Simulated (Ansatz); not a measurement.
Input and command of a plane-wave DFT calculation in Ansatz:

```yaml
crystal:
  lattice:
    - [-2.5630127546, 2.5630127546, 1.3268291593]
    - [2.5630127546, -2.5630127546, 1.3268291593]
    - [2.5630127546, 2.5630127546, -1.3268291593]
  atoms:
    - { symbol: Ge, position: [0.25, 0.75, 0.5] }
    - { symbol: Ge, position: [0.5, 0.5, 0.0] }
basis:
  ecutwfc: 420
kpoints:
  mp_grid: { grid: [24, 24, 24] }
hamiltonian:
  xc: pbesol
scf:
  occupations: { method: gaussian, width: 0.15 }
output:
  forces: true
  stress: true
  eigenvalues: true
```

```bash
ansatz run input.yaml --threads 2 --pin off --max-ram 5120MiB --backend cpu --events-out ev --progress --plain --runs-dir out
```

Processor: Intel(R) Xeon(R) Platinum 8488C (Sapphire Rapids), 2 threads, on a host shared with other jobs.

Problem. Estimate time, memory and problem size.

Solution. About 16 s on 2 threads of Intel(R) Xeon(R) Platinum 8488C (Sapphire Rapids), with other jobs on the host, peak memory 0.83 GiB. It solves 18 bands at 1063 k points (the mesh reduced by symmetry) with about 693 plane waves, in 6 SCF iterations.
